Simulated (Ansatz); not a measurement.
**Li: pressure against volume, fitted**

```xyz
1
Lattice="-1.7500 1.7500 1.7500 1.7500 -1.7500 1.7500 1.7500 1.7500 -1.7500" Properties=species:S:1:pos:R:3 pbc="T T T"
Li    0.0000    0.0000    0.0000
```

The cell is a measured one (Crystallography Open Database entry 9011628); the temperature and pressure of the measurement aren't taken into account, and nothing was relaxed.

All numbers below come from Ansatz 0.2.0, DFT, PBE, all-electron LAPW, scalar-relativistic.

Numerical set-up: a Γ-centred 15×15×15 k mesh, Fermi–Dirac smearing of 0.08 eV, basis error target 0.25 meV/atom, no spin polarisation.

The cell is scaled evenly. Fractional coordinates are held (clamped ions).

```
V (Å³/atom)  P (GPa)
     20.151     0.08
     20.580    -0.20
     20.902    -0.40
     21.009    -0.47
     21.223    -0.59
     21.438    -0.70
     21.652    -0.82
     21.866    -0.92
     21.973    -0.98
     22.295    -1.12
     22.509    -1.22
     22.724    -1.31
```

Question: Fit a third-order Birch–Murnaghan curve to the pressures.

Answer: P = (3B0/2)(y^(7/2) − y^(5/2))[1 + (3/4)(B0′ − 4)(y − 1)] with y = (V0/V)^(2/3) fits within 0.01 GPa for V0 = 20.270 Å³/atom, B0 = 13.7 GPa and B0′ = 3.14.

Question: Predict the pressure at the withheld volume, 20.366 Å³/atom.

Answer: There y = 0.9969, so the fit gives -0.06 GPa; the run gave -0.06 GPa.
